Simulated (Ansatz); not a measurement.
## CuO (Cccm): electronic heat capacity and spin susceptibility from the density of states

All numbers below come from DFT PBE+U, scalar-relativistic, plane waves, PAW in Ansatz 0.2.0.

Cutoff 420 eV; k points 14×14×8 on the computed 4-atom cell (Γ-centred); Gaussian smearing, width 0.10 eV; U_eff Cu 4.00 eV on the d shells (Löwdin-orthogonalised atomic orbitals); no spin polarisation.

Relaxed cell: Cccm, a = 4.178 Å, b = 4.204 Å, c = 5.174 Å, α = 90.00°, β = 90.00°, γ = 90.00°, 4 atoms in the primitive cell. This form isn't the usual stable structure of the compound.

The density of states at the Fermi level is 2.044 states/eV in the cell of 4 atoms (2 formula units; both spins, tetrahedra on a 21×21×12 mesh).

Q: What Sommerfeld coefficient and Pauli susceptibility does this give?

A: Per formula unit N(E_F) = 1.022 states/eV. γ = (π²/3) k_B² N(E_F) N_A = 2.357 mJ/(mol K²) per state/eV, so γ = 2.4 mJ/(mol K²), a mole of formula units. χ_P = μ_B² N(E_F) N_A = 3.23×10⁻⁵ emu/mol per state/eV gives 3.3×10⁻⁵ emu/mol. This is the bare band result: a measured γ of the same phase is as a rule larger by a factor 1 + λ from phonons and spin fluctuations, the spin part of χ is larger by the Stoner factor, and a measured χ also holds orbital and core terms. N(E_F) at one energy is sensitive to the mesh where the density of states has sharp peaks.

A ferromagnetic start lost its moments in a first run, so spin was left out; other magnetic orders weren't tried.

Cost: 1 run of about 2.1 core-minutes, on Arm Neoverse V1 (shared hosts).